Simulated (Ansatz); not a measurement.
A nudged elastic band was laid between two geometries of a periodic cell of 17 atoms, W$_{9}$C$_{8}$ (surface WC(001), adsorbate W).

Computed with Ansatz 0.2.0, DFT PBEsol, scalar-relativistic, plane waves, PAW. Settings: PAW set soft_1, cutoff 420 eV, k mesh 4x4x1, gaussian smearing 0.05 eV, no spin polarisation.

```json
{
 "movable images": "5",
 "climbing image": "yes",
 "spring": "5.0 eV/Å²",
 "optimiser": "quadratic models (default)",
 "start path": "straight line",
 "force threshold": "0.03 eV/Å",
 "iteration limit": "56",
 "end points": "relaxed",
 "atoms held": "1, 5, 9, 13"
}
```

Image 0:

```xyz
17
Lattice="5.7920 0.0000 0.0000 -2.8960 5.0160 0.0000 0.0000 0.0000 17.2584" Properties=species:S:1:pos:R:3
W 0.000 0.000 1.000
C 1.448 0.848 2.333
W -0.037 0.021 3.794
C 1.448 0.838 5.125
W -1.448 2.508 1.000
C 0.010 3.338 2.333
W -1.448 2.465 3.794
C 0.002 3.343 5.126
W 2.896 0.000 1.000
C 4.344 0.836 2.296
W 2.933 0.021 3.794
C 4.344 0.836 4.978
W 1.448 2.508 1.000
C 2.886 3.338 2.333
W 1.448 2.508 3.841
C 2.894 3.343 5.126
W -1.448 4.180 6.040
```

Image 6:

```xyz
17
Lattice="5.7920 0.0000 0.0000 -2.8960 5.0160 0.0000 0.0000 0.0000 17.2584" Properties=species:S:1:pos:R:3
W 0.000 0.000 1.000
C 1.448 0.836 2.296
W 0.037 0.021 3.794
C 1.448 0.836 4.978
W -1.448 2.508 1.000
C -0.010 3.338 2.333
W -1.448 2.508 3.841
C -0.002 3.343 5.126
W 2.896 0.000 1.000
C 4.344 0.848 2.333
W 2.859 0.021 3.794
C 4.344 0.838 5.125
W 1.448 2.508 1.000
C 2.906 3.338 2.333
W 1.448 2.465 3.794
C 2.898 3.343 5.126
W 1.448 4.180 6.040
```

(1) Which bonds break or form, and what moves?

(2) What energy profile does the band end with?

(3) What is the geometry of the highest image?

## Answers

(1) Contacts lost: C4–W17, W7–W17. Contacts made: C12–W17, W15–W17. The atom that moves furthest is W17, by 2.90 Å; four of its nearest neighbours are C16 1.91, C8 1.91, C4 1.91, W7 2.83 Å at the first end and C8 1.91, C16 1.91, C12 1.91, W15 2.83 Å at the last.

(2) It converged. The highest image is number 1 of 0 to 6, 2.90 eV above the ends, which have the same energy within 2 meV. The profile has 2 maxima (images 1, 4) with wells between them (image 2): this band takes more than one step, which may be the mechanism or a detour left from its start path. Neighbouring images differ by up to 2.9 eV, so the band resolves the path poorly. By the program's own check the climbing image is a first-order saddle point (lowest curvatures found: -6.92 and 2.04 eV/Å²). Limits of this set-up: coarse k mesh, thin slab, slab without dipole correction, PAW files made for another functional.

| image | path coordinate (Å) | energy (eV) | C4–W17 (Å) | W7–W17 (Å) | C12–W17 (Å) |
| --- | --- | --- | --- | --- | --- |
| 0 | 0.00 | 0.00 | 1.91 | 2.83 | 3.51 |
| 1 | 1.08 | 2.90 | 1.86 | 3.28 | 2.35 |
| 2 | 1.62 | 2.22 | 1.91 | 3.63 | 1.97 |
| 3 | 2.17 | 2.32 | 2.00 | 3.76 | 1.90 |
| 4 | 2.71 | 2.87 | 2.43 | 3.84 | 1.86 |
| 5 | 3.26 | 1.08 | 2.99 | 3.90 | 1.87 |
| 6 | 3.80 | 0.00 | 3.51 | 4.00 | 1.91 |

(3) 
```xyz
17
Lattice="5.7920 0.0000 0.0000 -2.8960 5.0160 0.0000 0.0000 0.0000 17.2584" Properties=species:S:1:pos:R:3:forces:R:3
W 0.000 0.000 1.000 -0.10 0.02 0.68
C 1.430 0.840 2.299 0.00 0.00 0.00
W -0.045 -0.019 3.905 -0.01 0.00 0.00
C 1.531 0.908 5.055 0.00 0.01 0.00
W -1.448 2.508 1.000 -0.03 -0.09 0.68
C -0.005 3.327 2.299 0.00 0.00 0.00
W -1.487 2.479 3.905 -0.01 0.00 0.00
C 0.104 3.380 5.056 0.01 -0.01 0.00
W 2.896 0.000 1.000 0.04 0.02 -1.20
C 4.344 0.836 2.329 0.00 0.00 0.00
W 2.881 -0.009 3.681 0.01 0.00 0.00
C 4.122 0.709 5.186 0.00 0.00 0.00
W 1.448 2.508 1.000 0.09 0.05 -0.17
C 2.905 3.349 2.354 0.00 0.00 0.00
W 1.451 2.510 3.791 0.00 0.00 0.00
C 2.911 3.353 5.057 0.01 0.00 0.00
W -0.610 4.664 6.194 -0.01 0.00 0.00
```

Run time: 69 min on 4 threads of Arm Neoverse V1 (shared host), peak memory 3.7 GiB.
